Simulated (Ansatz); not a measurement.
The system is CaSe.

```
Se Ca
1.0
     0.00000    2.95600    2.95600
     2.95600    0.00000    2.95600
     2.95600    2.95600    0.00000
Se Ca
1 1
Cartesian
  2.9560 2.9560 2.9560
  0.0000 0.0000 0.0000
```

A run of Ansatz 0.2.0 on this cell left the log below. Logs are shortened: lines on timing, memory, paths and dates and some standing lists are left out, and cuts for length are marked.

```text
Warning: RAYON_NUM_THREADS=2 ignored (pool sized by the plan → 2); use --threads N
scf.n_extra_bands = 6 over 13 filled bands (N_el = 26.0): the run solves 19 bands
Engine: ansatz 0.2.0, x86_64-unknown-linux-gnu
Pseudopotentials: kind: paw
Pseudopotential: Se, paw, valence charge 16, recommended cutoff 420 eV (normal), Se.paw.azcp
Pseudopotential: Ca, paw, valence charge 10, recommended cutoff 420 eV (normal), Ca.paw.azcp
Functional definition: SPW92
  exchange = slater_x
  correlation = pw_c
Crystal: 2 atoms, lattice volume = 51.659 Å³
Basis set: ecut = 420 eV, 965 PW (Γ)
Bands: 19, of which v1, the nominal top of the filled ones, is band 13 counted from 1 (12 counted from 0)
Symmetry: 48 space group operations
Space group: Fm-3m (ITA 225), of the structure as read, at distance tolerance 3.7e-5 Å
k-points: 29 of 512
Non-local potential: Se, projectors of the file, l = 0: 2, l = 1: 2, l = 2: 3, l = 3: 1
Non-local potential: Ca, projectors of the file, l = 0: 3, l = 1: 2, l = 2: 2
PAW form: soft (Blöchl's): semilocal exchange-correlation on the pseudo side does not see the compensation charge
PAW frozen core: Se, regenerated for the run's functional, and the local potential with it (the file was generated under x = pbe(κ = 0.804, μ = 0.2195149727645171), c = pbe(β = 0.06672455060314922))
PAW frozen core: Ca, regenerated for the run's functional, and the local potential with it (the file was generated under x = pbe(κ = 0.804, μ = 0.2195149727645171), c = pbe(β = 0.06672455060314922))
PAW one-centre angular grid: Se, 590 points (default); XC on 64 Gauss nodes
PAW one-centre angular grid: Ca, 110 points (default); XC on 64 Gauss nodes
Initial density: superposition of atomic densities (neutral atoms: chi_scale 0, normalization atom), corrected by the library's trained network
Initial wavefunctions: pseudopotential atomic-orbital guess
Functional: x = slater, c = lda
SCF iter   1: F=—  HF=-7160.061392 eV  |F-HF|=—  |Δ(HF+E_count)|=         —  Δρ=4.74e-3  dr2=6.11e-3  ethr=1.77e-3  ⟨swp⟩=7.3  Hψ=3226  notcnv=0  defer=2
preconditioner: auto → none  [insulator: Δε(μ)=1.859 eV  Ē_g=9.362 eV  σ=0.050 eV  W_gap=1.00  n_scr=14 (ndim 8)  ℏωp=14.6 eV  f_vac=0.000  D(μ)=0.00/eV (n_scr^D=0)  ε∞_Penn≈3.4]
SCF iter   2: F=—  HF=-7160.060102 eV  |F-HF|=—  |Δ(HF+E_count)|=   1.29e-3  Δρ=2.25e-3  dr2=1.32e-3  ethr=2.35e-5  ⟨swp⟩=2.9  Hψ=1137  notcnv=0  defer=38
SCF iter   3: F=—  HF=-7160.060040 eV  |F-HF|=—  |Δ(HF+E_count)|=   6.14e-5  Δρ=6.66e-4  dr2=2.78e-4  ethr=5.07e-6  ⟨swp⟩=2.0  Hψ=600  notcnv=0  defer=38
SCF iter   4: F=—  HF=-7160.059938 eV  |F-HF|=—  |Δ(HF+E_count)|=   1.03e-4  Δρ=1.41e-4  dr2=4.48e-6  ethr=1.07e-6  ⟨swp⟩=2.7  Hψ=830  notcnv=0  defer=38
SCF iter   5: F=—  HF=-7160.059937 eV  |F-HF|=—  |Δ(HF+E_count)|=   9.55e-7  Δρ=1.73e-5  dr2=8.44e-8  ethr=1.72e-8  ⟨swp⟩=2.0  Hψ=872  notcnv=0  defer=38
SCF iter   6: F=-7160.059937 eV  HF=-7160.059937 eV  |F-HF|=4.84e-9  |Δ(HF+E_count)|=   2.43e-8  Δρ=4.56e-6  dr2=7.17e-9  ethr=3.25e-10  ⟨swp⟩=5.4  Hψ=2648  notcnv=0
SCF 1 converged in 6 iterations: F = -7160.059937 eV  dr2 = 7.17e-9
  greatest PAW one-centre occupation: 1.000 electrons in one spin orbital (limit 2), on the Se atom at site 0 (counted from 0), in its partial waves of l = 2
NSCF: frozen V_eff on 142 k-points
SCF converged after 6 iterations
Free energy (F): -7160.059937 eV
Harris-Foulkes:  -7160.059937 eV  (|F-HF|=4.84e-9)
Internal energy: -7160.059937 eV  (E = F + TS)
E sigma→0 (E₀):  -7160.059937 eV
Fermi energy:    7.765890 eV
--- Per-component energies (eV) ---
  E_band       = -518.368425
  E_kinetic    = 398.233931
  E_local      = -3212.820891  (includes V_loc(G=0)·N_el)
  E_nonlocal   = -523.249765
  E_hartree    = 1470.609825
  E_xc         = -240.281709
  E_vxc        = -270.429082  (∫ρ·V_xc dr)
  E_paw        = -2642.616899  (= ΣΔE_a)
  E_vpaw       = 148.675041  (= ΣTr[D̂ρ^β])
  E_aug_tail   = -0.000603  (compensation charges beyond the density's cutoff)
  E_ewald      = -2412.434353
  E_core_change = 2.500528  (= ΣΔE_core)
  E_smearing   = -0.000000  (= −TS)
  E_closure    = -0.000000  (closes the sum)
  Σ components = -7160.059937   (vs F -7160.059937, Δ=0.00e0)
--- Forces (eV/Å), atoms counted from 1 ---
  atom   1  Se    -0.00000000     0.00000000     0.00000000
  atom   2  Ca    -0.00000000     0.00000000     0.00000000
  max |Σ_I F_I| component: 3.94e-30 eV/Å
--- Stress (GPa, compression-positive) ---
       -3.122274      -0.000000      -0.000000
        0.000000      -3.122274       0.000000
       -0.000000       0.000000      -3.122274
  P = ⅓ Tr σ = -3.1223 GPa (-31.223 kbar)
--- Band table (eV; the first three rows and the last of 29) ---
  k-point 0: bands = ["-39.2595", "-39.2595", "-39.2540", "-39.2540", "-39.2540", "-32.5406", "-13.7761", "-13.7761", "-13.7761", "-5.0458", "6.8274", "6.8274", "6.8274", "9.9220", "10.3837", "10.3837", "10.3837", "10.9921", "10.9921"]
  k-point 1: bands = ["-39.2595", "-39.2595", "-39.2540", "-39.2540", "-39.2540", "-32.5395", "-13.7944", "-13.7772", "-13.7772", "-4.9523", "6.0281", "6.5798", "6.5798", "10.2575", "10.5971", "10.5971", "10.9641", "11.4039", "11.4039"]
  k-point 2: bands = ["-39.2595", "-39.2595", "-39.2539", "-39.2539", "-39.2539", "-32.5369", "-13.8378", "-13.7801", "-13.7801", "-4.7154", "4.7722", "6.1087", "6.1087", "10.3889", "11.1157", "11.1157", "12.3926", "12.4052", "12.4052"]
  k-point 28: bands = ["-39.2597", "-39.2595", "-39.2539", "-39.2539", "-39.2538", "-32.5306", "-13.8373", "-13.8373", "-13.8181", "-4.3793", "4.8188", "4.8188", "5.1179", "11.0898", "11.0898", "11.9326", "12.4400", "12.7293", "15.3145"]
```

Problem. What input gives this log?

Solution. Band structure with LDA, no spin polarisation. The files as run (others can give the same):

input.yaml
```yaml
crystal:
  lattice:
    - [0.0, 2.956, 2.956]
    - [2.956, 0.0, 2.956]
    - [2.956, 2.956, 0.0]
  atoms:
    - { symbol: Se, position: [0.5, 0.5, 0.5] }
    - { symbol: Ca, position: [0.0, 0.0, 0.0] }
hamiltonian:
  xc: lda
  pseudopotentials: { kind: paw }
kpoints:
  mp_grid: { grid: [8, 8, 8] }
  band_path:
    path:
      - [[0.0, 0.0, 0.0], [0.5, 0.0, 0.5], [0.5, 0.25, 0.75], [0.375, 0.375, 0.75], [0.0, 0.0, 0.0], [0.5, 0.5, 0.5], [0.625, 0.25, 0.625], [0.5, 0.25, 0.75], [0.5, 0.5, 0.5], [0.375, 0.375, 0.75]]
      - [[0.625, 0.25, 0.625], [0.5, 0.0, 0.5]]
    npoints: 14
scf:
  occupations: { method: fermi_dirac, width: 0.05 }
  n_extra_bands: 6
output:
  forces: true
  stress: true
  eigenvalues: true
  fatbands: true
```

Potentials or basis: Ansatz PAW.
Command:
```console
$ ansatz run input.yaml --threads 2 --pin off --max-ram 5632MiB --backend cpu --events-out ev --progress --plain --runs-dir out
```

Caveat: the PAW data sets come from PBE, with cores solved anew for the run's functional, which leaves a small shift of forces and pressure.
